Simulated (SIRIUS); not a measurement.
Ru in SIRIUS: the effect of dispersion

The system is Ru.

```
CELL_PARAMETERS angstrom
2.70580 0.00000 0.00000
-1.35290 2.34329 0.00000
0.00000 0.00000 4.28190
ATOMIC_POSITIONS crystal
Ru 0.66667 0.33333 0.75000
Ru 0.33333 0.66667 0.25000
```

Alike in all runs:

* Program: SIRIUS 7.12.0
* Task: equation of state
* Functional: PBE
* Potentials or basis: all-electron FP-LAPW
* Cutoff: 181 eV
* Basis: apw+lo standard
* k mesh: 11 × 11 × 6
* Occupations: fermi-dirac, width 0.05 eV
* Spin: no spin polarisation

```csv
dispersion,V0 of scaled cells (Å³/atom),B0 (GPa)
none,?,?
D3,13.42,334
D3(BJ),13.43,335
D4,13.51,330
```

Task: What does the run with dispersion none give?

Result: V0 of scaled cells 13.75 Å³/atom; B0 311 GPa.

Caveats: the cell was scaled at fixed shape and fractional positions, which overstates the stiffness of a crystal with free parameters, most of all of layers and chains.
